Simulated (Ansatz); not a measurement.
# BN: the cost of one run

Computed with Ansatz 0.2.0 (DFT PBEsol, scalar-relativistic, plane waves, PAW, unless a step's input says otherwise).

4 further runs of the same task are left out: 4 set aside as unsound or not needed.

### 1 The structure to begin with

Symmetry: R3m, No. 160, trigonal system. Conventional cell: a = 2.504 Å, b = 2.504 Å, c = 10.493 Å, α = 90.00°, β = 90.00°, γ = 120.00°. B (site symmetry 3m) is surrounded by 3 N at 1.45 Å. Around N (site symmetry 3m) lie 3 B at 1.45 Å.

Structure file:

```xyz
2
Lattice="2.4942 0.0015 -0.2229 -1.2385 2.1650 0.2229 -0.9343 -0.9056 3.5530" Properties=species:S:1:pos:R:3 pbc="T T T"
B     1.2497    2.1536   -0.0226
N     0.3095   -0.1958    3.4546
```

It goes back to an entry of the Materials Project, which need not be the stable form.

This cell was relaxed beforehand with the same method: volume 9.50 Å³/atom, gap on the mesh 4.25 eV.

### 2 Relaxing at 3 GPa

What is minimised here is the enthalpy; the energy can go up as the cell is squeezed.

Input file input.yaml:

```yaml
crystal:
  lattice:
    - [2.494224071, 0.001536937, -0.2228945606]
    - [-1.2384763368, 2.1650289398, 0.2228555957]
    - [-0.934315222, -0.9056238666, 3.5529683517]
  atoms:
    - { symbol: B, position: [0.9908805793, 0.9913440608, -0.0063894388] }
    - { symbol: "N", position: [0.6572684207, 0.3245399392, 0.9931944388] }
basis:
  ecutwfc: 420
kpoints:
  mp_grid: { grid: [12, 12, 12] }
hamiltonian:
  xc: pbesol
scf:
  occupations: { method: fixed }
output:
  forces: true
  stress: true
  eigenvalues: true
relax:
  adjacent_minimum: "off"
  f_tol: 0.001
  max_steps: 60
  cell: { stress_tol: 0.02, p_target: 3.0 }
```

On the command line:

```console
$ ansatz run input.yaml --threads 1 --pin off --max-ram 3072MiB --backend cpu --events-out ev --progress --plain --runs-dir out
```

What time and memory should one allow on 1 thread of Intel Xeon 6975P-C (Granite Rapids), shared host?

About 42 s, with a peak of 0.45 GiB.
